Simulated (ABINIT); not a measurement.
A run of ABINIT 10.8.3 (patched build) is set up as follows.

Contents of run.abi:

```
pp_dirpath "./"
pseudos "Sn.LDA_PW-JTH_sp.xml"

acell 6.0790773186 5.9683556945 6.2142349661
rprim
    -0.5082085127     0.5356530581     0.6743885445
     0.5206924172    -0.5265293598     0.6720463079
     0.5370975297     0.5449474271    -0.6438622098
ntypat 1
znucl 50
natom 1
typat 1
xred
     0.0000000000     0.0000000000     0.0000000000
chkprim 0
chksymtnons 0
tolsym 1.0e-6

ecut 15.0
pawecutdg 30.0

kptopt 1
ngkpt 8 7 8
nshiftk 1
shiftk 0.0 0.0 0.0

ixc 7

nband 6
occopt 3
tsmear 0.05 eV

nstep 100
tolvrs 1.0e-9

iomode 3
prtwf 0
prteig 0
prtebands 0
enunit 1
prtden 1
prtvha 1
prtvclmb 1
prtpot 1
```

Potentials or basis: JTH PAW LDA v2.0 sp.

Command:

```console
$ abinit run.abi > log 2>&1
```

Task: What does it give for the band gap on the k mesh?

Result: None (metal or under the smearing width).

Task: Estimate the pressure.

Result: 0.0 GPa.

Caveat: this set keeps more shells in the core, which shifts pressures and gaps.
